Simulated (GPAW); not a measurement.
The system is Ti.

```
Ti
1.0
     4.56737    0.00000    0.00000
    -2.28369    3.95546    0.00000
     0.00000    0.00000    2.82624
Ti
3
Direct
  0.66667 0.33333 0.50000
  0.33333 0.66667 0.50000
  0.00000 0.00000 0.00000
```

This isn't the form of Ti at room conditions, which is hcp.

| Quantity | Value |
| --- | --- |
| Program | GPAW 26.7.0 |
| Task | relaxation of cell and atoms |
| Functional | PBEsol |
| Dispersion | D3 |
| Potentials or basis | PAW data sets generated in the run's folder for this functional |
| Cutoff | 600 eV |
| Basis | pw |
| k mesh | 5 × 5 × 7 |
| Occupations | fermi-dirac, width 0.05 eV |
| Spin | no spin polarisation |

At the start: pressure -8.2 GPa; volume 17.02 Å³/atom.

Task: How do energy, volume and symmetry change on relaxing?

Result: Over 6 steps the energy falls by 27.8 meV/atom and the volume is 15.78 Å³/atom (-7.3 %); space group P6/mmm (No. 191, to 0.05 Å).

The path:
| step | energy change (eV) | largest force (eV/Å) | pressure (GPa) | volume (Å³) |
| --- | --- | --- | --- | --- |
| 1 | 0.0000 | 0.0000 | -8.25 | 51.06 |
| 2 | -0.0268 | 0.0000 | -7.05 | 50.42 |
| 3 | -0.0810 | 0.0000 | 0.53 | 47.11 |
| 4 | -0.0823 | 0.0000 | 0.01 | 47.31 |
| 5 | -0.0826 | 0.0000 | -0.04 | 47.33 |
| 6 | -0.0833 | 0.0000 | -0.09 | 47.34 |

Final structure:
```
Ti
1.0
     4.44059    0.00000    0.00000
    -2.22030    3.84567    0.00000
     0.00000    0.00000    2.77206
Ti
3
Direct
  0.66667 0.33333 0.50000
  0.33333 0.66667 0.50000
  0.00000 0.00000 0.00000
```

Caveat: later steps reuse the first step's grids; pairwise dispersion overbinds metals, which lowers pressure and volume.
